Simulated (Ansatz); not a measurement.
The system is TiAl3.

```
Ti Al
1.0
    -1.91111    1.91111    4.28067
     1.91111   -1.91111    4.28067
     1.91111    1.91111   -4.28067
Ti Al
1 3
Direct
  0.00000 0.00000 0.00000
  0.25000 0.75000 0.50000
  0.75000 0.25000 0.50000
  0.50000 0.50000 0.00000
```

The cell comes from a database or a generator and needn't be the stable form of this composition.

Base run:

```yaml
Program: Ansatz 0.2.0
Functional: PBEsol
Potentials_or_basis: all-electron LAPW, scalar-relativistic
Cutoff: 196 eV
Density_cutoff: 782 eV
Basis_error_allowed: 0.002 eV/atom
k_mesh: 10 × 10 × 10
Occupations: fermi-dirac, width 0.05 eV
Spin: no spin polarisation
```

Its results: pressure -0.5 GPa.

Task: After a change of settings the same cell gave: pressure -3.5 GPa. Which change was it?
A. functional from PBEsol to LDA
B. potentials or basis from all-electron LAPW, scalar-relativistic to all-electron LAPW, inner shells corrected to Dirac's equation
C. potentials or basis from all-electron LAPW, scalar-relativistic to all-electron LAPW, non-relativistic
D. potentials or basis from all-electron LAPW, scalar-relativistic to all-electron PAW datasets made for the crystal

Result: A.

LDA binds more tightly than PBEsol, so the same cell stands under less pressure.

Not every run made on this cell is shown here.
